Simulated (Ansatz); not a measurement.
# Ir: element swaps in one structure

An exercise on one series of results from a longer session: the logs are not shown, and one member is left open.

Program: Ansatz 0.2.0. Level of theory: DFT PBE, scalar-relativistic, plane waves, PAW. These are calculated values, not measurements.

1 further run of the same task is left out (set aside as unsound or not needed).

### The starting structure

It takes space group Fm-3m (No. 225, cubic). The conventional cell has a = 3.871 Å, b = 3.871 Å, c = 3.871 Å, α = 90.00°, β = 90.00°, γ = 90.00°. Ir (site symmetry m-3m) has 12 Ir at 2.74 Å as nearest neighbours.

Coordinates:

```xyz
1
Lattice="0.0000 1.9353 1.9353 1.9353 0.0000 1.9353 1.9353 1.9353 0.0000" Properties=species:S:1:pos:R:3 pbc="T T T"
Ir    0.0000    0.0000    0.0000
```

It goes back to an entry of the Materials Project.

This cell was relaxed beforehand with the same method: volume 14.50 Å³/atom, gap on the mesh none (metal).

Set-up of the first run:

Input file input.yaml:

```yaml
crystal:
  lattice:
    - [0.0, 2.2464239819, 2.2464239819]
    - [2.2464239819, 0.0, 2.2464239819]
    - [2.2464239819, 2.2464239819, 0.0]
  atoms:
    - { symbol: Hf, position: [0.0, 0.0, 0.0] }
basis:
  ecutwfc: 420
kpoints:
  mp_grid: { grid: [8, 8, 8] }
hamiltonian:
  xc: pbe
scf:
  occupations: { method: gaussian, width: 0.1 }
output:
  forces: true
  stress: true
  eigenvalues: true
```

Run with:

```console
$ ansatz run input.yaml --threads 1 --pin off --max-ram 2560MiB --backend cpu --events-out ev --progress --plain --runs-dir out
```

Among the steps run: A first look at the start (Hf); Relaxing cell and atoms (Hf); Probe: one point at the start (Rh); Rough relaxation on the coarse mesh (Rh); Full relaxation (Rh); A first look at the start (Pt); Coarse relaxation (Pt); Relaxing cell and atoms (Pt).

One of the session's tables, all rows but one given; the rest of the session is left out.

Lengths are those of the vectors of the cell that was run:

```
   swap  volume (Å³/atom)  a (Å)  b (Å)  c (Å)
   none             14.50  2.737  2.737  2.737
Ir → Sn                 ?      ?      ?      ?
Ir → Co             10.91  2.489  2.489  2.489
Ir → Hf             22.56  3.172  3.172  3.172
Ir → Rh             14.04  2.708  2.708  2.708
Ir → Pt             15.65  2.808  2.808  2.808
```

Q: Estimate the row for Ir → Sn from the others.

As computed: volume (Å³/atom): 28.02; a (Å): 3.409; b (Å): 3.409; c (Å): 3.409. In the column «volume (Å³/atom)» it is the highest.

Lengths are those of the computed cell. Rows of earlier swaps come from the sessions before.
